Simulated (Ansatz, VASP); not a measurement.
# Al2O3 in VASP and in Ansatz

File INCAR:

```
SYSTEM = Al2O3
ALGO     = Normal         ! electronic algorithm
EDIFF    = 1E-6           ! SCF threshold, eV
ENCUT    = 520            ! plane-wave cutoff, eV
GGA      = CA             ! functional
ISIF     = 2              ! what is computed and relaxed
ISMEAR   = 0              ! smearing method
LASPH    = .TRUE.         ! aspherical terms in the spheres
LCHARG   = .FALSE.        ! write CHGCAR
LREAL    = .FALSE.        ! projectors in reciprocal space
LWAVE    = .FALSE.        ! write WAVECAR
NBANDS   = 20             ! bands
NELM     = 80             ! most SCF steps
PREC     = Accurate       ! precision mode
SIGMA    = 0.05           ! smearing width, eV
```

Contents of KPOINTS:

```
k-points
0
G
  12 12 4
  0 0 0
```

Contents of POSCAR:

```
Al2O3
1.0
    3.0174825440      0.0000000000      0.0000000000
   -1.5087412720      2.6132165386      0.0000000000
    0.0000000000      0.0000000000      7.5746360022
Al O
2 3
Direct
    0.0000000000      0.0000000000      0.2779510000
    0.0000000000      0.0000000000      0.7220490000
    0.3333333333      0.6666666667      0.1994540000
    0.6666666667      0.3333333333      0.8005460000
    0.0000000000      0.0000000000      0.5000000000
```

Input for Ansatz:

```yaml
crystal:
  lattice:
    - [3.017482544, 0.0, 0.0]
    - [-1.508741272, 2.6132165386, 0.0]
    - [0.0, 0.0, 7.5746360022]
  atoms:
    - { symbol: Al, position: [0.0, 0.0, 0.277951] }
    - { symbol: Al, position: [0.0, 0.0, 0.722049] }
    - { symbol: O, position: [0.3333333333, 0.6666666667, 0.199454] }
    - { symbol: O, position: [0.6666666667, 0.3333333333, 0.800546] }
    - { symbol: O, position: [0.0, 0.0, 0.5] }
basis:
  ecutwfc: 420
kpoints:
  mp_grid: { grid: [12, 12, 4] }
hamiltonian:
  xc: lda
scf:
  occupations: { method: gaussian, width: 0.05 }
output:
  forces: true
  stress: true
  eigenvalues: true
  write_density: true
  write_potential: true
  elf: true
  volumetric_format: npy
```

Measurements of this composition are mostly on another form, of space group No. 167.

Alike in both runs: task single point; functional LDA; k mesh 12 × 12 × 4; occupations gaussian, width 0.05 eV; no spin polarisation.

```csv
,VASP,Ansatz
version,VASP 6.6.1,Ansatz 0.2.0
potentials or method,"VASP PAW LDA potentials, release 64 (Al, O)","scalar-relativistic, plane waves, PAW"
plane-wave cutoff (eV),520,420
valence electrons in the cell,24,24
```

```csv
,VASP,Ansatz,Ansatz less VASP
gap on the k mesh at the Fermi level (eV),2.19,2.20,+0.010
least direct gap on the mesh (eV),2.19,2.20,+0.010
pressure (GPa),-7.6,-8.3,-0.76
largest component of the traceless stress (GPa),0.47,0.05,-0.420
rms of the force components (eV/Å),0.162,0.188,+0.0256
```

Atom by atom the forces differ by 0.045 eV/Å (rms over components).

A k mesh can miss the band edges.
